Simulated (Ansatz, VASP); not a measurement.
**Pd: VASP beside Ansatz**

File INCAR:

```
ALGO     = Normal         # electronic algorithm
EDIFF    = 1E-6           # SCF threshold, eV
ENCUT    = 520            # plane-wave cutoff, eV
GGA      = PS             # functional
ISIF     = 2              # what is computed and relaxed
ISMEAR   = 0              # smearing method
LASPH    = T              # aspherical terms in the spheres
LCHARG   = F              # write CHGCAR
LREAL    = F              # projectors in reciprocal space
LWAVE    = F              # write WAVECAR
NBANDS   = 11             # bands
NELM     = 80             # most SCF steps
PREC     = Accurate       # precision mode
SIGMA    = 0.15           # smearing width, eV
```

Contents of KPOINTS:

```
k-points
0
Gamma
  20 20 20
```

The input POSCAR:

```
Pd
1.0
    0.0000000000      1.9935225000      1.8962775000
    1.9935225000      0.0000000000      1.8962775000
    1.9935225000      1.9935225000      0.0000000000
Pd
1
Direct
    0.0000000000      0.0000000000      0.0000000000
```

Input for Ansatz:

```yaml
crystal:
  lattice:
    - [0.0, 1.9935225, 1.8962775]
    - [1.9935225, 0.0, 1.8962775]
    - [1.9935225, 1.9935225, 0.0]
  atoms:
    - { symbol: Pd, position: [0.0, 0.0, 0.0] }
basis:
  ecutwfc: 420
kpoints:
  mp_grid: { grid: [20, 20, 20] }
hamiltonian:
  xc: pbesol
scf:
  occupations: { method: gaussian, width: 0.15 }
output:
  forces: true
  stress: true
  eigenvalues: true
```

Change from the starting cell: strain +0.025 along x and y, -0.025 along z, atoms carried along.

Alike in both runs: task single point; functional PBEsol; k mesh 20 × 20 × 20; occupations gaussian, width 0.15 eV; no spin polarisation.

```csv
,VASP,Ansatz
version,VASP 6.6.1,Ansatz 0.2.0
potentials or method,"VASP PAW PBE potentials, release 64 (Pd)","scalar-relativistic, plane waves, PAW"
plane-wave cutoff (eV),520,420
valence electrons in the cell,10,18
```

```tsv
	VASP	Ansatz	Ansatz less VASP
gap on the k mesh at the Fermi level (eV)	none	none	-
pressure (GPa)	-6.6	-6.3	+0.29
largest component of the traceless stress (GPa)	1.37	1.38	+0.010
```

A gap of «none» marks a metal or a gap that the smearing closes. The functional is the same, so the differences come from potentials, cutoffs and numerics. The two sets of potentials don't hold the same shells in valence.

Caveats: the PAW data sets were made with another functional, which shifts forces and pressure a little (VASP).
